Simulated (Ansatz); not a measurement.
The structure comes from a relaxation in the same program, started in the rocksalt type, and has space group Fm-3m. Whether it is a known phase or the ground state wasn't checked.

BeTe: DFT, PBE, PAW with Ansatz's default frozen-core files, scalar-relativistic (Ansatz 0.2.0).

Command: `ansatz run input.yaml --threads 1 --pin off --max-ram 2048MiB --backend cpu --events-out ev --progress --plain --runs-dir out` The run took about 9.7 s on 1 thread of a shared machine.

```yaml
crystal:
  lattice:
    - [0.0, 2.6800592576, 2.6800592576]
    - [2.6800592576, 0.0, 2.6800592576]
    - [2.6800592576, 2.6800592576, 0.0]
  atoms:
    - { symbol: Be, position: [0.0, 0.0, 0.0] }
    - { symbol: Te, position: [0.5, 0.5, 0.5] }
kpoints:
  mp_grid: { grid: [13, 13, 13] }
  band_path:
    path:
      - [0.0, 0.0, 0.0]
      - [0.5, 0.0, 0.5]
      - [0.625, 0.25, 0.625]
      - [0.375, 0.375, 0.75]
      - [0.0, 0.0, 0.0]
      - [0.5, 0.5, 0.5]
      - [0.5, 0.25, 0.75]
      - [0.5, 0.0, 0.5]
    npoints: 8
scf:
  occupations: { method: fermi_dirac, width: 0.05 }
hamiltonian:
  xc: pbe
  pseudopotentials: { kind: paw }
output:
  forces: true
  stress: true
  eigenvalues: true
  efg: { contact_densities: true }
  populations: true
  bader: true
  dos: { projected: true, de: 0.2, e_range: [-14, 8] }
  write_density: true
  write_potential: true
  elf: true
  volumetric_format: npy
```

Output:

```
Te: output.efg is read without spin–orbit coupling, which moves field gradients at and beside such atoms by some per cent and up to a factor of two; PAW files take it under magnetization.noncollinear and magnetization.spin_orbit
Engine: ansatz 0.2.0
Pseudopotentials: kind: paw
Pseudopotential: Be, paw, valence charge 2, recommended cutoff 420 eV (normal)
Pseudopotential: Te, paw, valence charge 16, recommended cutoff 420 eV (normal)
Functional definition: PBE
  parameter kappa = 0.804
  parameter beta = 0.06672455060314922
  exchange = pbe_x(kappa = kappa, mu = beta*pi^2/3)
  correlation = pbe_c(beta = beta)
Crystal: 2 atoms, lattice volume = 38.500 Å³
Basis set: ecut = 420 eV, 749 PW (Γ), exchange–correlation on 54×54×54 points (8 copies of the dense FFT grid, shifted against one another)
Bands: 13, of which v1, the nominal top of the filled ones, is band 9 counted from 1 (8 counted from 0)
Symmetry: 48 space group operations
Space group: Fm-3m (ITA 225), of the structure as read, at distance tolerance 3.4e-5 Å
k-points: 84 of 2197
Non-local potential: Be, projectors of the file, l = 0: 2, l = 1: 2, l = 2: 1
Non-local potential: Te, projectors of the file, l = 0: 2, l = 1: 2, l = 2: 2, l = 3: 2
PAW form: soft (Blöchl's): semilocal exchange-correlation on the pseudo side does not see the compensation charge
PAW one-centre angular grid: Be, 110 points (default); XC on 64 Gauss nodes
PAW one-centre angular grid: Te, 590 points (default); XC on 64 Gauss nodes
Initial density: superposition of atomic densities (neutral atoms: chi_scale 0, normalization atom), corrected by the library's trained network
Initial wavefunctions: pseudopotential atomic-orbital guess
Functional: x = pbe(κ = 0.804, μ = 0.2195149727645171), c = pbe(β = 0.06672455060314922)
SCF iter   1: F=—  HF=-7072.419474 eV  |F-HF|=—  |Δ(HF+E_count)|=         —  Δρ=1.40e-3  dr2=1.10e-3  ethr=1.77e-3  ⟨swp⟩=7.5  Hψ=6515  notcnv=0
preconditioner: auto → Kerker (q_TF=auto, 2.404 Å⁻¹)  [metal: Δε(μ)=0.024 eV  Ē_g=10.118 eV  σ=0.050 eV  W_gap=0.12  n_scr=14 (ndim 8)  ℏωp=16.9 eV  f_vac=0.000  D(μ)=0.57/eV (n_scr^D=0)]
SCF iter   2: F=—  HF=-7072.419276 eV  |F-HF|=—  |Δ(HF+E_count)|=   1.98e-4  Δρ=9.64e-4  dr2=5.74e-4  ethr=6.13e-6  ⟨swp⟩=2.2  Hψ=2242  notcnv=0
SCF iter   3: F=—  HF=-7072.419373 eV  |F-HF|=—  |Δ(HF+E_count)|=   9.77e-5  Δρ=2.75e-4  dr2=5.15e-5  ethr=3.19e-6  ⟨swp⟩=2.1  Hψ=1478  notcnv=0
SCF iter   4: F=—  HF=-7072.419351 eV  |F-HF|=—  |Δ(HF+E_count)|=   2.21e-5  Δρ=1.81e-4  dr2=2.30e-5  ethr=2.86e-7  ⟨swp⟩=2.0  Hψ=1719  notcnv=0
SCF iter   5: F=—  HF=-7072.419349 eV  |F-HF|=—  |Δ(HF+E_count)|=   2.61e-6  Δρ=8.55e-5  dr2=5.08e-6  ethr=1.28e-7  ⟨swp⟩=2.0  Hψ=1852  notcnv=0
SCF iter   6: F=—  HF=-7072.419347 eV  |F-HF|=—  |Δ(HF+E_count)|=   1.82e-6  Δρ=2.17e-5  dr2=3.26e-7  ethr=2.82e-8  ⟨swp⟩=3.0  Hψ=1913  notcnv=0
SCF iter   7: F=-7072.419347 eV  HF=-7072.419347 eV  |F-HF|=8.76e-9  |Δ(HF+E_count)|=   1.14e-7  Δρ=3.51e-6  dr2=8.51e-9  ethr=5.56e-10  ⟨swp⟩=9.7  Hψ=7525  notcnv=0
SCF 1 converged in 7 iterations: F = -7072.419347 eV  dr2 = 8.51e-9
  greatest PAW one-centre occupation: 0.998 electrons in one spin orbital (limit 2), on the Te atom at site 1 (counted from 0), in its partial waves of l = 2
NSCF: frozen V_eff on 57 k-points
SCF converged after 7 iterations
Free energy (F): -7072.419347 eV
Harris-Foulkes:  -7072.419347 eV  (|F-HF|=8.76e-9)
Internal energy: -7072.414692 eV  (E = F + TS)
E sigma→0 (E₀):  -7072.417019 eV
Entropy (-TS):   -0.004655 eV (-2.327 meV/atom)
Fermi energy:    9.933136 eV
--- Per-component energies (eV) ---
  E_band       = -230.759024
  E_kinetic    = 198.807296
  E_local      = -1192.634712  (includes V_loc(G=0)·N_el)
  E_nonlocal   = -305.680452
  E_hartree    = 787.420583
  E_xc         = -143.222216
  E_vxc        = -124.015317  (∫ρ·V_xc dr)
  E_paw        = -4722.219504  (= ΣΔE_a)
  E_vpaw       = -382.081422  (= ΣTr[D̂ρ^β])
  E_aug_tail   = -0.000207  (compensation charges beyond the density's cutoff)
  E_ewald      = -1694.885481
  E_smearing   = -0.004655  (= −TS)
  E_closure    = 0.000000  (closes the sum)
  Σ components = -7072.419347   (vs F -7072.419347, Δ=0.00e0)
--- Forces (eV/Å), atoms counted from 1 ---
  atom   1  Be    -0.00000000    -0.00000000    -0.00000000
  atom   2  Te     0.00000000    -0.00000000    -0.00000000
  max |Σ_I F_I| component: 3.10e-29 eV/Å
--- Stress (GPa, compression-positive) ---
        0.002779      -0.000000       0.000000
        0.000000       0.002779      -0.000000
       -0.000000      -0.000000       0.002779
  P = ⅓ Tr σ = 0.0028 GPa (0.028 kbar)
--- PAW observables at the nuclei: V_zz in 10²¹ V/m², potentials from the cell's mean, atoms counted from 1 ---
  atom   1  Be V_zz =    +0.000000   η = 0.0000   by run symmetry: forbidden
            electrostatic potential = -243.637637 V   contact ρ = 238.545995 e/Å³
  atom   2  Te V_zz =    -0.000000   η = 0.0000   by run symmetry: forbidden
            electrostatic potential = -8648.754304 V   contact ρ = 1468726.811918 e/Å³
--- Band table (eV; the first three rows and the last of 84) ---
  k-point 0: bands = ["-26.8010", "-26.8010", "-26.7983", "-26.7983", "-26.7983", "-3.4022", "9.6888", "9.6888", "9.6888", "13.0110", "16.2238", "16.2238", "16.2238"]
  k-point 1: bands = ["-26.8010", "-26.8010", "-26.7982", "-26.7980", "-26.7980", "-3.3284", "9.0437", "9.6732", "9.6732", "13.3693", "15.7880", "15.7880", "16.1548"]
  k-point 2: bands = ["-26.8012", "-26.8012", "-26.7978", "-26.7969", "-26.7969", "-3.1112", "7.7305", "9.6388", "9.6388", "13.6887", "14.9053", "14.9053", "16.0704"]
  k-point 83: bands = ["-26.8034", "-26.7988", "-26.7956", "-26.7937", "-26.7876", "-0.6507", "4.7920", "5.2521", "6.0090", "12.8939", "13.7454", "16.8665", "18.0711"]
--- Löwdin populations: 2 sites ---
  site symbol       q [e]
     0     Be      0.7548
     1     Te     16.8473
  spilling = 0.022106 (of n_electrons = 18.000000)
--- Bader charges: 2 sites ---
  site symbol  charge [e]  shift [e]
     0     Be      1.2976     0.0010
     1     Te     -1.2976     0.0010
  estimated error of the sums over rays = 3.5e-4 e
```

populations.tsv:

```
# site	symbol	l	j	q
# orbitals = lowdin
# n_electrons = 18.000000
# spilling = 0.022106
0	Be	0_2S	-	0.754837
1	Te	0_5S	-	1.899770
1	Te	1_5P	-	4.948498
1	Te	2_4D	-	9.998984
```

bader_charges.tsv:

```
# site	symbol	x_ang	y_ang	z_ang	partial_charge_e	electrons	volume_ang3	relative_density_drop	shared_charge_e	partial_wave_shift_e
# quadrature_error_electrons = 3.5e-4
0	Be	0.0000	0.0000	0.0000	1.29764	2.70236	4.61	-	1.29764	0.00102
1	Te	2.6801	2.6801	2.6801	-1.29764	53.29764	33.89	-	-1.29764	0.00102
```
